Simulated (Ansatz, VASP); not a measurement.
# Ga2SeS (Ga2SSe monolayer): VASP beside Ansatz, part 2 of 2

One calculation is typed for both programs; each brings its own data sets. How far apart do they land? Of the first pair: The structure shown is the start of the Ansatz relaxation below; VASP solves that cell, so the two are compared at the walk's first step.

VASP 6.6.1 and Ansatz 0.2.0.

So far: Set-up; Ansatz: relaxation, RPBE with D3(BJ); VASP: single point, RPBE with D3(BJ), start cell, pair 1.

## Step 3: VASP: single point, RPBE with D3(BJ), start cell, pair 1 (continued)

Level of this step: RPBE with D3(BJ); plane waves and PAW (Se, Ga_d, S) (VASP).

Numbers of over 12 decimals in the logs are rounded to 6 here.

OUTCAR, selected parts (step 3):

```text
ion  position               nearest neighbor table
   1  0.333  0.667  0.275-   2 2.45   2 2.45   2 2.45
   2  0.000  0.000  0.311-   3 2.44   1 2.45   1 2.45   1 2.45
   3  0.000  0.000  0.386-   4 2.30   4 2.30   4 2.30   2 2.44
   4  0.333  0.667  0.411-   3 2.30   3 2.30   3 2.30

  LATTYP: Found a hexagonal cell.
 ALAT       =     3.7050000000
 C/A-ratio  =     8.8419300945

 Subroutine GETGRP returns: Found  6 space group operations
 (whereof  6 operations were pure point group operations)

The static configuration has the point symmetry C_3v.

 Found     19 irreducible k-points:

   k-points           NKPTS =     19   k-points in BZ     NKDIM =     19   number of bands    NBANDS=     25

   dimension x,y,z NGX =    24 NGY =   24 NGZ =  216
   dimension x,y,z NGXF=    48 NGYF=   48 NGZF=  432

   ENCUT  =  400.0 eV  29.40 Ry    5.42 a.u.   6.04  6.04 53.42*2*pi/ulx,y,z

   NELECT =      38.0000    total number of electrons

 k-points in reciprocal lattice and weights: Automatic mesh
   0.00000000  0.00000000  0.00000000       0.007
   0.08333333 -0.00000000  0.00000000       0.042
   0.16666667 -0.00000000  0.00000000       0.042
   0.25000000 -0.00000000  0.00000000       0.042
   0.33333333 -0.00000000  0.00000000       0.042
   0.41666667 -0.00000000  0.00000000       0.042
   0.50000000 -0.00000000  0.00000000       0.021
   0.08333333  0.08333333  0.00000000       0.042
   0.16666667  0.08333333  0.00000000       0.083
[...]
0.33333333  0.25000000  0.00000000       0.083
   0.33333333  0.33333333  0.00000000       0.014

 dipolmoment           0.000000      0.000000     -0.020043 electrons x Angstroem

 average (electrostatic) potential at core
       1 -61.1579       2 -73.3151       3 -73.9307       4 -95.1608

 E-fermi :  -2.5742

 k-point     1 :       0.0000    0.0000    0.0000
  band No.  band energies     occupation
    ...
     15      -5.5825      2.00000
     16      -5.5825      2.00000
     17      -3.8004      2.00000
     18      -3.8004      2.00000
     19      -3.6734      2.00000
     20      -1.7998      0.00000
     21      -0.2858      0.00000
     22       0.9743      0.00000
     23       0.9743      0.00000
     24       1.4264      0.00000
    ...

 k-point     2 :       0.0833   -0.0000    0.0000
  band No.  band energies     occupation
    ...
     15      -6.0338      2.00000
     16      -5.6855      2.00000
     17      -4.3821      2.00000
     18      -3.9198      2.00000
     19      -3.5465      2.00000
     20      -1.3962      0.00000
     21       0.1205      0.00000
     22       0.7491      0.00000
     23       1.1565      0.00000
     24       1.5359      0.00000
    ...

 k-point     3 :       0.1667   -0.0000    0.0000
  band No.  band energies     occupation
    ...
     15      -6.5505      2.00000
     16      -5.9443      2.00000
     17      -5.3397      2.00000
     18      -4.2142      2.00000
     19      -3.4954      2.00000
     20      -0.8515      0.00000
     21       0.0441      0.00000
     22       1.1500      0.00000
     23       1.5856      0.00000
     24       1.7347      0.00000
    ...

 Edisp (eV)   -4.29525

  Total      -2.12767    -2.12767     0.06253     0.00000     0.00000     0.00000
  in kB      -8.75330    -8.75329     0.25727     0.00000     0.00000     0.00000
  external pressure =       -5.75 kB  Pullay stress =        0.00 kB

  energy-cutoff  :      400.00
  volume of cell :      389.44
      direct lattice vectors                 reciprocal lattice vectors
     3.705000000  0.000000000  0.000000000     0.269905533  0.155830038  0.000000000
    -1.852500000  3.208624000  0.000000000     0.000000000  0.311660076  0.000000000
     0.000000000  0.000000000 32.759351000     0.000000000  0.000000000  0.030525635

 POSITION                                       TOTAL-FORCE (eV/Angst)
 -----------------------------------------------------------------------------------
      0.00000      2.13908      9.00000         0.000000      0.000000      0.139844
      0.00000      0.00000     10.19450        -0.000000      0.000000      0.129160
      0.00000      0.00000     12.63450        -0.000000     -0.000000     -1.471613
      0.00000      2.13908     13.47968        -0.000000     -0.000000      1.202608
 -----------------------------------------------------------------------------------
    total drift:                                0.000002     -0.000240     -0.000464

  FREE ENERGIE OF THE ION-ELECTRON SYSTEM (eV)
  ---------------------------------------------------
  free  energy   TOTEN  =       -18.7415565131 eV

  energy  without entropy=      -18.7415565080  energy(sigma->0) =      -18.74155651

 vacuum level on the upper side and lower side of the slab         1.950         2.255

 total charge
# of ion       s       p       d       tot
------------------------------------------
    1        1.466   2.382   0.032   3.880
    2        0.898   0.773   9.997  11.668
    3        0.875   0.792  10.027  11.694
    4        1.335   2.437   0.000   3.772
--------------------------------------------------
tot          4.574   6.384  20.056  31.015

[... 3 further parts left out ...]
```

## Step 4: Differences

Known differences besides the potentials themselves: Ansatz cuts the interaction across the vacuum, VASP repeats the sheet with a dipole correction (LDIPOL); the data sets hold 48 valence electrons in Ansatz (on its default PAW (the set named soft_2) files) and 38 in VASP; the cutoff is 420 eV in Ansatz and 400 eV in VASP; Ansatz makes its cores anew for this functional, VASP keeps those of its PBE data sets. Total energies have different zeros and are not compared.

Forces (eV/Å; atoms numbered as in POSCAR):

| atom | Ansatz x, y, z | VASP x, y, z |
| --- | --- | --- |
| Se1 | 0.000, 0.000, 0.166 | 0.000, 0.000, 0.140 |
| Ga2 | 0.000, 0.000, 0.103 | 0.000, 0.000, 0.129 |
| Ga3 | 0.000, 0.000, -1.458 | 0.000, 0.000, -1.472 |
| S4 | 0.000, 0.000, 1.189 | 0.000, 0.000, 1.203 |

The forces differ by 12 meV/Å r.m.s., which is 2.2 % of the r.m.s. force of 0.551 eV/Å (both taken over all components). Where the cell holds vacuum, a pressure given here is an average over it and none of the material.

## Step 5: Ansatz: relaxation, RPBE with D3(BJ)

This run makes the geometry at which the two programs are then compared.

The structure compared here is the end of the Ansatz relaxation.

This is the run of step 2 again, met here at its other cell.

## Step 6: VASP: single point, RPBE with D3(BJ), relaxed cell, pair 2

The same cell, functional, mesh and smearing now go to VASP, with its own data sets.

File INCAR:

```
SYSTEM = Ga2SeS
PREC = Accurate
ENCUT = 400
EDIFF = 1E-06
NELM = 120
ISMEAR = -1
SIGMA = 0.05
LREAL = .FALSE.
ALGO = Normal
GGA = RP
IVDW = 12
NBANDS = 25
LORBIT = 11
LWAVE = .FALSE.
LCHARG = .FALSE.
ISIF = 2
LDIPOL = .TRUE.
IDIPOL = 3
DIPOL = 0.5 0.5 0.346
LVHAR = .TRUE.
LASPH = .TRUE.
GGA_COMPAT = .FALSE.
EFERMI = MIDGAP
NELMDL = -8
```

File POSCAR:

```
Ga2SeS
1.0
    3.5088393937      0.0000000000      0.0000000000
   -1.7544196969      3.0387440528      0.0000000000
    0.0000000000      0.0000000000     32.7593505985
Se Ga S
1 2 1
Direct
    0.3333333333      0.6666666667      0.2716849810
    0.0000000000      0.0000000000      0.3105851314
    0.0000000000      0.0000000000      0.3834344440
    0.3333333333      0.6666666667      0.4173714228
```

File KPOINTS:

```
Automatic mesh
0
Gamma
12 12 1
0 0 0
```

Potentials, in the order of the species: Se, Ga_d and S (PBE family, release 64).

Command:

```bash
$ mpirun -np 1 vasp_std
```

The log of the run:

```text
[banner, memory and clock lines left out]
running    1 mpi-ranks, on    1 nodes
[...]
[... a notice as in an earlier step ...]

 LDA part: xc-table for (Slater+PW92), standard interpolation
 POSCAR, INCAR and KPOINTS ok, starting setup
[...]
entering main loop
       N       E                     dE             d eps       ncg     rms          rms(c)
DAV:   1     0.239284136565E+03    0.23928E+03   -0.14925E+04  1110   0.112E+03
DAV:   2     0.147865465849E+02   -0.22450E+03   -0.21909E+03  1183   0.262E+02
DAV:   3    -0.134892016558E+02   -0.28276E+02   -0.28111E+02  1349   0.995E+01
DAV:   4    -0.145730998083E+02   -0.10839E+01   -0.10818E+01  1362   0.208E+01
[...]
DAV:  23    -0.142365469006E+02   -0.34028E-05   -0.66665E-08   897   0.365E-03    0.630E-04
DAV:  24    -0.142365509630E+02   -0.40624E-05   -0.13004E-07   788   0.156E-03    0.484E-04
DAV:  25    -0.142365517264E+02   -0.76347E-06   -0.18413E-08   830   0.168E-03
   1 F= -.19043921E+02 E0= -.19043921E+02  d E =-.160094E-09
```

From OUTCAR (step 6):

```text
 Edisp (eV)   -4.80737

  Total      -0.11469    -0.11469    -0.09843     0.00000     0.00000     0.00000
  in kB      -0.52605    -0.52605    -0.45150     0.00000     0.00000     0.00000
  external pressure =       -0.50 kB  Pullay stress =        0.00 kB

 POSITION                                       TOTAL-FORCE (eV/Angst)
 -----------------------------------------------------------------------------------
     -0.00000      2.02583      8.90022         0.000000     -0.000000     -0.024931
      0.00000      0.00000     10.17457         0.000000      0.000000      0.022657
      0.00000      0.00000     12.56106        -0.000000     -0.000000      0.006596
     -0.00000      2.02583     13.67282         0.000000      0.000000     -0.004322
 -----------------------------------------------------------------------------------
    total drift:                                0.000001     -0.000000      0.000039

  FREE ENERGIE OF THE ION-ELECTRON SYSTEM (eV)
  ---------------------------------------------------
  free  energy   TOTEN  =       -19.0439213212 eV

  energy  without entropy=      -19.0439213210  energy(sigma->0) =      -19.04392132

[... 1 part as in an earlier step ...]

[... 2 further parts left out ...]
[key lines of the parts left out:]
E-fermi :  -2.1654
```

## Step 7: Comparison

What differs besides the data sets and the points named for the pairs above, as far as they apply: the data sets hold 48 valence electrons in Ansatz (on its default PAW (the set named soft_2) files) and 38 in VASP. Total energies have different zeros and are not compared.

Compared:

| quantity | Ansatz | VASP | difference |
| --- | --- | --- | --- |
| gap on the k mesh (eV) | 1.993 | 1.994 | -0.001 |

The largest component of a force difference here is 25 meV/Å. A gap on the mesh is an upper bound, since the band edges may lie between its points. Where the cell holds vacuum, a pressure given here is an average over it and none of the material.

## Step 8: Results

* r.m.s. force difference (single point, RPBE with D3(BJ), start cell, pair 1): 2.2 % of the r.m.s. force
* difference in gap on the k mesh (single point, RPBE with D3(BJ), relaxed cell, pair 2): -7.7e-4 eV
* r.m.s. force difference (single point, RPBE with D3(BJ), relaxed cell, pair 2): 9.7 meV/Å

In words: The r.m.s. force difference is 9.7 meV/Å (single point, RPBE with D3(BJ), relaxed cell, pair 2), within the 12 meV/Å picked in this series as the mark of a large difference. The data sets hold unlike numbers of valence electrons (48 in Ansatz and 38 in VASP), so part of the differences may come from the potentials. Such differences can come from data sets, numerical settings and the points named under the comparisons, not from the functional's error against experiment.

[Lines on the potential files, build, host, timing and source positions are cut from VASP's logs without a mark.]

[Logs are printed without paths, hosts, clocks, repeated set-up lines and the standing remarks that a program may print on its own settings, such as how far it seeks lower states.]

[Hosts, paths, dates, database ids (printed as entryN), source tags and the programs' standing remarks are cut or masked in the printed files.]
